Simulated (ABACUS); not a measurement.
Set up this calculation in ABACUS 3.10.1, as the native input.

```yaml
Task: relaxation of cell and atoms
Functional: r2SCAN
Potentials_or_basis: SG15 ONCV 1.2 PBE
Cutoff: 1374 eV
Density_cutoff: 5497 eV
Basis: plane waves
k_mesh: 4 × 4 × 4
Occupations: fermi-dirac, width 0.05 eV
Spin: no spin polarisation
Radial_cutoff_of_the_potentials_pseudo_rcut: 7 bohr
Max_steps_of_the_relaxation: 60
Force_threshold: 0.02 eV/Å
Optimiser: cg
Stress_threshold: 0.5 kbar
Held_in_the_relaxation: volume
SCF_threshold_on_the_density: 1e-08
Max_SCF_steps: 100
Eigensolver: dav
Mixing: broyden
Mixing_share: 0.7
Symmetry_key: 1
Bands: 13
```

The system is Se.

```
CELL_PARAMETERS angstrom
4.36620 0.00000 0.00000
-2.18310 3.78124 0.00000
0.00000 0.00000 4.95360
ATOMIC_POSITIONS crystal
Se 0.77460 0.77460 0.00000
Se 0.00000 0.22540 0.66667
Se 0.22540 0.00000 0.33333
```

One way to write it, as run:

INPUT

```
INPUT_PARAMETERS
suffix              Se
calculation         cell-relax
basis_type          pw
pseudo_dir          ./
symmetry            1
dft_functional      MGGA_X_R2SCAN+MGGA_C_R2SCAN
ecutwfc             101
pseudo_rcut         7
nspin               1
nbands              13
ks_solver           dav
smearing_method     fd
smearing_sigma      0.00367493
scf_thr             1e-08
scf_nmax            100
mixing_type         broyden
mixing_beta         0.7
cal_force           1
cal_stress          1
mixing_tau          1
relax_nmax          60
force_thr_ev        0.02
relax_method        cg
out_stru            1
stress_thr          0.5
fixed_axes          volume
kpar                4
```

STRU

```
ATOMIC_SPECIES
Se 78.9710 Se_ONCV_PBE-1.2.upf

LATTICE_CONSTANT
1.8897261246

LATTICE_VECTORS
4.3662000000 0.0000000000 0.0000000000
-2.1831000000 3.7812401180 0.0000000000
0.0000000000 0.0000000000 4.9536000000

ATOMIC_POSITIONS
Direct

Se
0.0
3
0.7746000000 0.7746000000 0.0000000000 1 1 1
0.0000000000 0.2254000000 0.6666666667 1 1 1
0.2254000000 0.0000000000 0.3333333333 1 1 1
```

KPT

```
K_POINTS
0
Gamma
4 4 4 0 0 0
```

Potentials or basis: SG15 ONCV 1.2 PBE, plane waves.

Run with:

```console
$ OMP_NUM_THREADS=1 mpirun -np 4 abacus > log
```

Results of the run:

```
Energy gained by relaxing    : 3.7 meV/atom
Ionic steps                  : 7
Pressure after relaxing      : 0.5 GPa
Largest force after relaxing : 0.011 eV/Å
Band gap on the k mesh       : 1.34 eV, indirect (least direct gap 1.67 eV)
```

Caveat: the potentials were made for another functional, which shifts forces and pressure.

It took 63 s on 4 MPI ranks on AMD EPYC 9R45 96-Core Processor (Zen 5), on a shared host, peak memory 0.64 GiB a rank.
